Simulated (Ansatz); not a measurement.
# BAs: the cost of one run

Method: DFT PBE, scalar-relativistic, plane waves, PAW, in Ansatz 0.2.0.

## 1. The starting structure

It takes space group F-43m (No. 216, cubic). Conventional cell: a = 4.777 Å, b = 4.777 Å, c = 4.777 Å, α = 90.00°, β = 90.00°, γ = 90.00°. B (site symmetry -43m) is surrounded by 4 As at 2.07 Å. Around As (site symmetry -43m) lie 4 B at 2.07 Å.

Structure file:

```
B As
1.0
     0.00000    2.38850    2.38850
     2.38850    0.00000    2.38850
     2.38850    2.38850    0.00000
B As
1 1
Cartesian
  0.0000 0.0000 0.0000
  3.5827 3.5827 3.5827
```

The cell is taken as given, not relaxed at this level.

## 2. The reference cell

Reference values: F = -5012.1006 eV; pressure 2.77 GPa; largest force 0.000 eV/Å; gap on the mesh 1.19 eV. It was computed beforehand with the settings of the runs below.

## 3. Setting up a tetragonal deformation path

At fixed volume and fractional coordinates, lengths along (0.000, 0.000, 1.000) are scaled against those across it; ρ is that ratio over its starting value.

## 4. At ρ = 0.707

The input, input.yaml:

```yaml
crystal:
  lattice:
    - [0.0, 2.6811355699, 1.8955628479]
    - [2.6811355699, 0.0, 1.8955628479]
    - [2.6811355699, 2.6811355699, 0.0]
  atoms:
    - { symbol: B, position: [0.0, 0.0, 0.0] }
    - { symbol: As, position: [0.75, 0.75, 0.75] }
basis:
  ecutwfc: 420
kpoints:
  mp_grid: { grid: [12, 12, 12] }
hamiltonian:
  xc: pbe
scf:
  occupations: { method: gaussian, width: 0.05 }
output:
  forces: true
  stress: true
  eigenvalues: true
```

Started as:

```bash
$ ansatz run input.yaml --threads 1 --pin off --max-ram 2560MiB --backend cpu --events-out ev --progress --plain --runs-dir out
```

Q: Estimate wall time and peak memory on 1 thread of Intel Xeon 6975P-C (Granite Rapids), shared host.

About 2.8 s, with a peak of 0.41 GiB.
